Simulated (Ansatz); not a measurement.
A series in volume scale on WC

All results are calculated (Ansatz 0.2.0). Periodic Kohn-Sham DFT of a crystal at fixed atoms, scaled to volume_scale times the given cell; pressure positive in compression, energy less spherical unpolarised free atoms, largest_vzz the field gradient of largest size among the nuclei.

The cell before it is scaled or strained (space group P-6m2, No. 187):
```
cell vectors (Å)
   2.9005     0.0000     0.0000
  -1.4503     2.5119     0.0000
   0.0000     0.0000     2.8290
atoms (fractions of the cell vectors)
W   0.00000  0.00000  0.00000
C   0.66667  0.33333  0.50000
```

Settings of every row: method all-electron PAW; functional PBE; relativity scalar; k mesh 13x13x12; filling fermi-dirac; smearing width 0.05 eV; nucleus gaussian.

Atom start moment: 0 on all atoms.

Limits: field gradient without spin-orbit coupling on heavy atoms; no gap: field gradients move with the k mesh; no spin-orbit coupling on heavy atoms.

| row | volume scale | V (Å³/atom) | largest V_zz (1e21 V/m^2) | pressure (GPa) |
| --- | --- | --- | --- | --- |
| 1 | 0.94 | 9.687 | -15.983 | 37.947 |
| 2 | 0.96 | 9.893 | -15.111 | 27.09 |
| 3 | 0.98 | 10.1 | -14.259 | 17.3 |
| 4 | 0.99 | 10.203 | -13.845 | 12.771 |
| 5 | 1.01 | 10.409 | ? | ? |
| 6 | 1.02 | 10.512 | -12.676 | 0.496 |
| 7 | 1.04 | 10.718 | -11.95 | -6.699 |

Question: what largest V_zz and pressure should row 5 give?

Worked fit of largest V_zz. Take t = volume scale − 0.99. The shown rows have t = -0.05, -0.03, -0.01, 0, 0.03, 0.05. Least squares give largest V_zz = −13.8489 + 40.399 × t − 47.34 × t² 1e21 V/m^2; a straight line predicts inner rows, each left out in turn, worse (root mean square 0.047 against 0.0068 1e21 V/m^2). The rows lie off it by 0.004, -0.008, -0.001, 0.004, 0.004, -0.003 (root mean square 0.0045 1e21 V/m^2). The withheld row has t = 0.02, so the fit gives −13.8489 + 40.399 × (0.02) − 47.34 × (0.02)² = -13.060 1e21 V/m^2.

The calculation gave -13.048 1e21 V/m^2. The fit lies 0.012 1e21 V/m^2 (0.3 % of the column's range) below it; its largest miss of a shown row is 0.008 1e21 V/m^2.

Worked fit of pressure. Take u = (V_r/V)^(2/3) − 1 with V_r = 10.151 Å³ an atom, which is twice the finite (Eulerian) strain; such expansions in the strain, on which the Birch-Murnaghan equation of state is built, carry the rest volume and the bulk modulus. The shown rows have u = 0.03168, 0.01731, 0.00336, -0.0034, -0.02303, -0.03559. Least squares give pressure = 15.022 + 669.906 × u + 1681.36 × u² GPa; a straight line predicts inner rows, each left out in turn, worse (root mean square 0.74 against 0.025 GPa). The rows lie off it by 0.015, -0.032, 0.008, 0.007, 0.010, -0.009 (root mean square 0.016 GPa). The pressure vanishes at u = -0.0239, or V = 10.53 Å³ an atom, and there the bulk modulus at fixed shape and fractions is B = −V dP/dV = (2/3)(1 + u) dP/du = 384 GPa. Letting shape and atoms relax would as a rule lower it, by much in layered, chain or molecular crystals. The withheld row has u = -0.01659, so the fit gives 15.022 + 669.906 × (-0.01659) + 1681.36 × (-0.01659)² = 4.371 GPa.

The calculation gave 4.38 GPa. The fit lies 0.009 GPa (0.02 % of the column's range) below it; its largest miss of a shown row is 0.032 GPa.
